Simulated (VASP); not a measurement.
# GaAs (Pm-3m) in VASP: notebook

One crystal, GaAs, is run at these levels: HSE06, PBE, r2SCAN; tasks: single point.

Program: VASP 6.6.1. These are calculated values, not measurements. Logs are shortened: lines on timing, memory, paths and dates and some standing lists are left out, and cuts for length are marked.

### Step 1. Starting point

The structure is cubic, space group Pm-3m (No. 221). Conventional cell: a = 3.329 Å, b = 3.329 Å, c = 3.329 Å, α = 90.00°, β = 90.00°, γ = 90.00°. Ga (site symmetry m-3m) is surrounded by 8 As at 2.88 Å. Around As (site symmetry m-3m) lie 8 Ga at 2.88 Å.

The cell was built by a generator and needn't be a form met in nature.

### Step 2. Single point, HSE06

File POSCAR:

```
GaAs
1.0
    3.3286687147      0.0000000000      0.0000000000
    0.0000000000      3.3286687147      0.0000000000
    0.0000000000      0.0000000000      3.3286687147
Ga As
1 1
Direct
    0.0000000000      0.0000000000      0.0000000000
    0.5000000000      0.5000000000      0.5000000000
```

File INCAR.step1:

```
PREC = Accurate ; ENCUT = 520
EDIFF = 1E-5 ; ISMEAR = -1
SIGMA = 0.02 ; LREAL = False
LASPH = True ; NELM = 80
ALGO = Normal ; ISIF = 2
LWAVE = True ; LCHARG = False
GGA = PE ; NBANDS = 16
```

File INCAR.step2:

```
PREC = Accurate ; ENCUT = 520
EDIFF = 1E-6 ; ISMEAR = -1
SIGMA = 0.02 ; LREAL = False
LASPH = True ; NELM = 80
ALGO = Normal ; ISIF = 2
LWAVE = False ; LCHARG = False
GGA = PE ; LHFCALC = True
HFSCREEN = 0.2079 ; PRECFOCK = Normal
ISTART = 1 ; NBANDS = 16
```

File KPOINTS:

```
Automatic mesh
0
Gamma
  4 4 4
```

Potentials or basis: VASP PAW PBE potentials, release 64 (Ga_d, As).

Command:

```console
> cat potpaw_PBE.64/Ga_d/POTCAR potpaw_PBE.64/As/POTCAR > POTCAR
> cp INCAR.step1 INCAR
> mpirun -np 1 vasp_std > vasp.out
> cp INCAR.step2 INCAR
> mpirun -np 1 vasp_std > vasp.out
```

OUTCAR:

```text
PREC = Accurate
   ENCUT = 520
   EDIFF = 1E-6
   ISMEAR = -1
   LREAL = False
   LASPH = True
   NELM = 80
   ISIF = 2
   GGA = PE
   LHFCALC = True
   HFSCREEN = 0.2079
   PRECFOCK = Normal
   ISTART = 1

 ion  position               nearest neighbor table
   1  0.000  0.000  0.000-   2 2.88   2 2.88   2 2.88   2 2.88   2 2.88   2 2.88   2 2.88   2 2.88

   2  0.500  0.500  0.500-   1 2.88   1 2.88   1 2.88   1 2.88   1 2.88   1 2.88   1 2.88   1 2.88

  LATTYP: Found a simple cubic cell.
 ALAT       =     3.3286687147

  Lattice vectors:

 A1 = (   3.3286687147,   0.0000000000,   0.0000000000)
 A2 = (   0.0000000000,   3.3286687147,   0.0000000000)
 A3 = (   0.0000000000,   0.0000000000,   3.3286687147)

Analysis of symmetry for initial positions (statically):
=====================================================================
 Subroutine PRICEL returns:
 Original cell was already a primitive cell.

 Routine SETGRP: Setting up the symmetry group for a
 simple cubic supercell.

 Subroutine GETGRP returns: Found 48 space group operations
 (whereof 48 operations were pure point group operations)
 out of a pool of 48 trial point group operations.

The static configuration has the point symmetry O_h .

Analysis of symmetry for dynamics (positions and initial velocities):
=====================================================================
 Subroutine PRICEL returns:
 Original cell was already a primitive cell.

 Routine SETGRP: Setting up the symmetry group for a
 simple cubic supercell.

 Subroutine GETGRP returns: Found 48 space group operations
 (whereof 48 operations were pure point group operations)
 out of a pool of 48 trial point group operations.

The dynamic configuration has the point symmetry O_h .

 Subroutine INISYM returns: Found 48 space group operations
 (whereof 48 operations are pure point group operations),
 and found     1 'primitive' translations

----------------------------------------------------------------------------------------

                                     Primitive cell

  volume of cell :      36.8818

  direct lattice vectors                    reciprocal lattice vectors
     3.328668715  0.000000000  0.000000000     0.300420404  0.000000000  0.000000000
     0.000000000  3.328668715  0.000000000     0.000000000  0.300420404  0.000000000
     0.000000000  0.000000000  3.328668715     0.000000000  0.000000000  0.300420404

  length of vectors
     3.328668715  3.328668715  3.328668715     0.300420404  0.300420404  0.300420404

  position of ions in fractional coordinates (direct lattice)
     0.000000000  0.000000000  0.000000000
     0.500000000  0.500000000  0.500000000

  ion indices of the primitive-cell ions
   primitive index   ion index
                 1           1
                 2           2

----------------------------------------------------------------------------------------

 KPOINTS: Automatic mesh

Automatic generation of k-mesh.
 Grid dimensions read from file:
 generate k-points for:    4    4    4

 Generating k-lattice:

  Cartesian coordinates                     Fractional coordinates (reciprocal lattice)
     0.075105101  0.000000000  0.000000000     0.250000000  0.000000000  0.000000000
     0.000000000  0.075105101  0.000000000     0.000000000  0.250000000  0.000000000
     0.000000000  0.000000000  0.075105101     0.000000000  0.000000000  0.250000000

  Length of vectors
     0.075105101  0.075105101  0.075105101

  Shift w.r.t. Gamma in fractional coordinates (k-lattice)
     0.000000000  0.000000000  0.000000000

 Subroutine IBZKPT returns following result:
 ===========================================

 Found     10 irreducible k-points:

 Following reciprocal coordinates:
            Coordinates               Weight
  0.000000  0.000000  0.000000      1.000000
  0.250000  0.000000  0.000000      6.000000
  0.500000  0.000000  0.000000      3.000000
  0.250000  0.250000  0.000000     12.000000
  0.500000  0.250000  0.000000     12.000000
  0.500000  0.500000  0.000000      3.000000
  0.250000  0.250000  0.250000      8.000000
  0.500000  0.250000  0.250000     12.000000
  0.500000  0.500000  0.250000      6.000000
  0.500000  0.500000  0.500000      1.000000
   k-points           NKPTS =     10   k-points in BZ     NKDIM =     64   number of bands    NBANDS=     16
   number of dos      NEDOS =    301   number of ions     NIONS =      2
   total plane-waves  NPLWV =  21952
   dimension x,y,z NGX =    28 NGY =   28 NGZ =   28
   dimension x,y,z NGXF=    56 NGYF=   56 NGZF=   56
   ions per type =               1   1
   NGX,Y,Z   is equivalent  to a cutoff of  13.98, 13.98, 13.98 a.u.
   NGXF,Y,Z  is equivalent  to a cutoff of  27.97, 27.97, 27.97 a.u.
 SYSTEM =  unknown system
   PREC   = accura    normal or accurate (medium, high low for compatibility)
   ISTART =      1    job   : 0-new  1-cont  2-samecut
   ICHARG =      0    charge: 1-file 2-atom 10-const
   ISPIN  =      1    spin polarized calculation?
   LNONCOLLINEAR =      F non collinear calculations
   LSORBIT =      F    spin-orbit coupling
   LASPH  =      T    aspherical Exc in radial PAW
   ENCUT  =  520.0 eV  38.22 Ry    6.18 a.u.   6.19  6.19  6.19*2*pi/ulx,y,z
   NELM   =     80;   NELMIN=  2; NELMDL=  0     # of ELM steps
   EDIFF  = 0.1E-05   stopping-criterion for ELM
   LREAL  =      F    real-space projection
   EDIFFG = 0.1E-04   stopping-criterion for IOM
   NSW    =      0    number of steps for IOM
   IBRION =     -1    ionic relax: 0-MD 1-quasi-New 2-CG
   NFREE  =      0    steps in history (QN), initial steepest desc. (CG)
   ISIF   =      2    stress and relaxation
   ISYM   =      3    0-nonsym 1-usesym 2-fastsym
   POTIM  = 0.5000    time-step for ionic-motion
   TEBEG  =    0.0;   TEEND  =   0.0 temperature during run
   PSTRESS=    0.0 pullay stress
   NELECT =      18.0000    total number of electrons
   NUPDOWN=      -1.0000    fix difference up-down
   EMIN   =  10.00;   EMAX   =-10.00  energy-range for DOS
   EFERMI =   0.00;   METHOD = LEGACY
   ISMEAR =    -1;   SIGMA  =   0.02  broadening in eV -4-tet -1-fermi 0-gaus
   EFERMI_NEDOS =   21; number of points for ismear=-14 and -15
   IALGO  =     38    algorithm
   IMIX   =      1    mixing-type and parameters
     AMIX     =   0.40;   BMIX     =  1.00
     AMIX_MAG =   1.60;   BMIX_MAG =  1.00
  volume/ion in A,a.u.               =      18.44       124.45
  Fermi-wavevector in a.u.,A,eV,Ry     =   1.288927  2.435719 22.603816  1.661334
  Thomas-Fermi vector in A             =   2.420851
   LORBIT       =      0    0 simple, 1 ext, 2 COOP (PROOUT), +10 PAW based schemes
   GGA     = PE    functional components
   LHFCALC =     T    Hartree Fock is set to
   PRECFOCK=normal    Normal, Fast or Accurate (Low or Medium for compatibility)
   ENCUT4O =  -1.0   cutoff for four orbital integrals eV
   NKREDX  =     1    reduce k-point grid by
   NKREDY  =     1    reduce k-point grid by
   NKREDZ  =     1    reduce k-point grid by
   AEXX    =    0.2500 exact exchange contribution
   HFSCREEN=    0.2079 screening length (either q_TF or 0.3 A-1)
   HFSCREENC=   0.2079 screening length for correlation (either q_TF or 0.3 A-1)
   ENCUTFOCK=  -1.0 apply spherical cutoff to Coloumb kernel
   IVDW    =     0    specifies the selected vdW correction
   LEPSILON=     F    determine dielectric tensor
   LRPA    =     F    only Hartree local field effects (RPA)
 non-spin polarized calculation
  energy-cutoff  :      520.00
  volume of cell :       36.88
 maximum number of plane-waves:      1021
 NGX is ok and might be reduce to    28
  NGX = 20; NGY = 20; NGZ = 20

 number of electron      18.0000009 magnetization

 Free energy of the ion-electron system (eV)
  ---------------------------------------------------
  ext. energy  EPLUGINS =         0.00000000
  ---------------------------------------------------
  free energy    TOTEN  =        -8.54692979 eV

  energy without entropy =       -8.54183607  energy(sigma->0) =       -8.54438293

 E-fermi :   6.1520     XC(G=0):  -9.0757

 val. band max:        6.1455511551   @ k =   0.2500   0.0000   0.0000
 cond. band min:       6.9167308786   @ k =   0.2500   0.2500   0.0000
 fundamental gap:      0.7711797234
 Fermi energy:         6.1519615637

 k-point     1 :       0.0000    0.0000    0.0000
  band No.  band energies     occupation
      1     -11.5480      2.00000
      2     -11.5480      2.00000
      3     -11.4561      2.00000
      4     -11.4561      2.00000
      5     -11.4561      2.00000
      6      -9.2934      2.00000
[... 8 lines left out ...]
     15      17.1460      0.00000
     16      21.9920      0.00000

 k-point     2 :       0.2500    0.0000    0.0000
  band No.  band energies     occupation
      1     -11.5437      2.00000
      2     -11.5068      2.00000
      3     -11.4772      2.00000
      4     -11.4772      2.00000
      5     -11.4543      2.00000
      6      -8.4865      2.00000
[... 8 lines left out ...]
     15      16.6004      0.00000
     16      18.8810      0.00000

 k-point     3 :       0.5000    0.0000    0.0000
  band No.  band energies     occupation
      1     -11.5393      2.00000
      2     -11.4980      2.00000
      3     -11.4980      2.00000
      4     -11.4669      2.00000
      5     -11.4526      2.00000
      6      -7.0420      2.00000
[... 8 lines left out ...]
     15      15.5120      0.00000
     16      23.6475      0.00000

 k-point     4 :       0.2500    0.2500    0.0000
  band No.  band energies     occupation
      1     -11.5242      2.00000
      2     -11.5185      2.00000
      3     -11.4786      2.00000
      4     -11.4755      2.00000
      5     -11.4712      2.00000
      6      -7.6699      2.00000
[... 8 lines left out ...]
     15      18.0567      0.00000
     16      18.3371      0.00000
[... 58 lines left out ...]
 k-point     8 :       0.5000    0.2500    0.2500
  band No.  band energies     occupation
      1     -11.5533      2.00000
      2     -11.5254      2.00000
      3     -11.4959      2.00000
      4     -11.4712      2.00000
      5     -11.4279      2.00000
      6      -5.5640      2.00000
[... 8 lines left out ...]
     15      19.5067      0.00000
     16      20.2767      0.00000

 k-point     9 :       0.5000    0.5000    0.2500
  band No.  band energies     occupation
      1     -11.5834      2.00000
      2     -11.5209      2.00000
      3     -11.5209      2.00000
      4     -11.4483      2.00000
      5     -11.3989      2.00000
      6      -4.5338      2.00000
[... 8 lines left out ...]
     15      22.6416      0.00000
     16      22.6416      0.00000

 k-point    10 :       0.5000    0.5000    0.5000
  band No.  band energies     occupation
      1     -11.5547      2.00000
      2     -11.5547      2.00000
      3     -11.5547      2.00000
      4     -11.3976      2.00000
      5     -11.3976      2.00000
      6      -3.8107      2.00000
[... 8 lines left out ...]
     15      27.4467      0.00000
     16      27.4468      0.00000

------------------------ aborting loop because EDIFF is reached ----------------------------------------

  FORCE on cell =-STRESS in cart. coord.  units (eV):
  Direction    XX          YY          ZZ          XY          YZ          ZX
  --------------------------------------------------------------------------------------
  -------------------------------------------------------------------------------------
  Total       -0.0748374     -0.0748374     -0.0748374     -0.0000000     -0.0000000      0.0000000
  in kB       -3.2510042     -3.2510042     -3.2510042     -0.0000000     -0.0000000      0.0000000
  external PRESSURE =      -3.2510042 kB  Pullay stress =       0.0000000 kB

 VOLUME and BASIS-vectors are now :
 -----------------------------------------------------------------------------
  energy-cutoff  :      520.00
  volume of cell :       36.88
      direct lattice vectors                 reciprocal lattice vectors
     3.328668715  0.000000000  0.000000000     0.300420404  0.000000000  0.000000000
     0.000000000  3.328668715  0.000000000     0.000000000  0.300420404  0.000000000
     0.000000000  0.000000000  3.328668715     0.000000000  0.000000000  0.300420404

 POSITION                                       TOTAL-FORCE (eV/Angst)
 -----------------------------------------------------------------------------------
      0.00000      0.00000      0.00000         0.000000      0.000000      0.000000
      1.66433      1.66433      1.66433         0.000000      0.000000      0.000000
 -----------------------------------------------------------------------------------
    total drift:                               -0.000001     -0.000001     -0.000002

  FREE ENERGIE OF THE ION-ELECTRON SYSTEM (eV)
  ---------------------------------------------------
  free  energy   TOTEN  =        -8.5469297875 eV

  energy  without entropy=       -8.5418360706  energy(sigma->0) =       -8.54438293
```

It took 7.9 min on 1 thread of Intel Xeon Platinum 8488C (Sapphire Rapids), shared host; peak memory 0.27 GiB.

Results:

```yaml
Free_energy: -8.5469 eV
Pressure: -0.3 GPa
Band_gap_on_the_k_mesh: none (metal or under the smearing width)
```

Caveat: the k mesh is coarse (spacing up to 0.47 Å⁻¹), so the values aren't converged, least of all with exact exchange; the PAW data sets were made with another functional, which shifts forces and pressure a little.

### Step 3. Single point, PBE

File INCAR:

```
SYSTEM = GaAs
PREC = Accurate
ENCUT = 520
EDIFF = 1E-6
ISMEAR = -1
SIGMA = 0.02
LREAL = .FALSE.
LASPH = .TRUE.
NELM = 100
ALGO = Normal
ISIF = 2
LWAVE = .FALSE.
LCHARG = .TRUE.
GGA = PE
LELF = .TRUE.
LVHAR = .TRUE.
NBANDS = 16
```

File KPOINTS:

```
Automatic mesh
0
G
  6 6 6
  0 0 0
```

POSCAR is that of step 2.

Potentials or basis: VASP PAW PBE potentials, release 64 (Ga_d, As).

Command:

```console
> cat potpaw_PBE.64/Ga_d/POTCAR potpaw_PBE.64/As/POTCAR > POTCAR
> mpirun -np 1 vasp_std > vasp.out
```

It took 17 s on 1 thread of Intel Xeon Platinum 8488C (Sapphire Rapids), shared host; peak memory 0.15 GiB.

Results (log left out):

- Free energy: -7.1952 eV
- Pressure: 2.7 GPa
- Band gap on the k mesh: none (metal or under the smearing width)

Levels at points of the mesh, in eV from the Fermi level:
| k point | band 5 | band 6 | band 7 | band 8 | band 9 | band 10 | band 11 | band 12 | band 13 | band 14 |
| --- | --- | --- | --- | --- | --- | --- | --- | --- | --- | --- |
| (0.00, 0.00, 0.00) | -14.76 | -13.70 | -2.08 | -0.70 | -0.70 | -0.70 | 4.74 | 4.74 | 9.95 | 9.95 |
| (0.50, 0.00, 0.00) | -14.76 | -11.68 | -8.46 | 1.36 | 1.36 | 2.77 | 3.37 | 4.76 | 4.76 | 7.11 |
| (0.50, 0.50, 0.00) | -14.71 | -9.88 | -5.36 | -5.36 | -4.80 | 2.30 | 7.12 | 7.16 | 7.16 | 8.68 |
| (0.50, 0.50, 0.50) | -14.71 | -8.84 | -2.72 | -2.72 | -2.72 | -2.22 | -0.56 | -0.56 | -0.56 | 20.09 |

### Step 4. Single point, r2SCAN

POSCAR is that of step 3.

File INCAR.step1:

```
SYSTEM = GaAs
PREC = Accurate
ENCUT = 520
ISMEAR = -1
SIGMA = 0.02
LREAL = .FALSE.
LASPH = .TRUE.
NELM = 80
NBANDS = 16
GGA = PE
ALGO = Normal
EDIFF = 1E-4
LWAVE = .TRUE.
LCHARG = .FALSE.
```

File INCAR.step2:

```
SYSTEM = GaAs
PREC = Accurate
ENCUT = 520
EDIFF = 1E-6
ISMEAR = -1
SIGMA = 0.02
LREAL = .FALSE.
LASPH = .TRUE.
NELM = 80
ALGO = Normal
ISIF = 2
LWAVE = .FALSE.
LCHARG = .FALSE.
METAGGA = R2SCAN
LMIXTAU = .TRUE.
NBANDS = 16
ISTART = 1
```

File KPOINTS:

```
regular mesh
0
G
  6 6 6
  0 0 0
```

Command:

```console
> cat potpaw_PBE.64/Ga_d/POTCAR potpaw_PBE.64/As/POTCAR > POTCAR
> cp INCAR.step1 INCAR
> mpirun -np 1 vasp_std > vasp.out
> cp INCAR.step2 INCAR
> mpirun -np 1 vasp_std > vasp.out
```

It took 53 s on 1 thread of Intel Xeon Platinum 8488C (Sapphire Rapids), shared host; peak memory 0.16 GiB.

Results (log left out):

* Free energy: -25.5110 eV
* Pressure: 0.4 GPa
* Band gap on the k mesh: none (metal or under the smearing width)

Levels at points of the mesh, in eV from the Fermi level:
```
           k point  band 5  band 6  band 7  band 8  band 9  band 10  band 11  band 12  band 13  band 14
(0.00, 0.00, 0.00)  -15.24  -14.28   -1.82   -0.76   -0.76    -0.76     5.26     5.26    10.56    10.56
(0.50, 0.00, 0.00)  -15.23  -12.16   -8.75    1.41    1.41     3.25     3.74     5.03     5.03     7.70
(0.50, 0.50, 0.00)  -15.18  -10.24   -5.56   -5.56   -4.84     2.39     7.53     7.76     7.76     9.41
(0.50, 0.50, 0.50)  -15.18   -9.13   -2.82   -2.82   -2.82    -2.14    -0.41    -0.41    -0.41    21.44
```

Caveat: the PAW data sets were made with another functional, which shifts forces and pressure a little.

### Step 5. The runs side by side

| level | k mesh | exchange at q = 0 | grid for exact exchange (PRECFOCK) | screening parameter | mesh quality | gap on the mesh (eV) | pressure (GPa) |
| --- | --- | --- | --- | --- | --- | --- | --- |
| HSE06 | 4 × 4 × 4 | truncated | Normal | 0.2079 1/A | coarse | none | -0.3 |
| PBE | 6 × 6 × 6 | - | - | - | not flagged | none | 2.7 |
| r2SCAN | 6 × 6 × 6 | - | - | - | not flagged | none | 0.4 |

Alike in all rows: task single point; potentials or basis VASP PAW PBE potentials, release 64 (Ga_d, As); no spin polarisation; cell as given; cutoff (eV) 520; smearing fermi-dirac 0.02 eV.

Caveats: some runs use coarse meshes; the PAW data sets were made with another functional, which shifts forces and pressure a little (some runs).

Absolute energies hang on the potentials; compare differences alone.
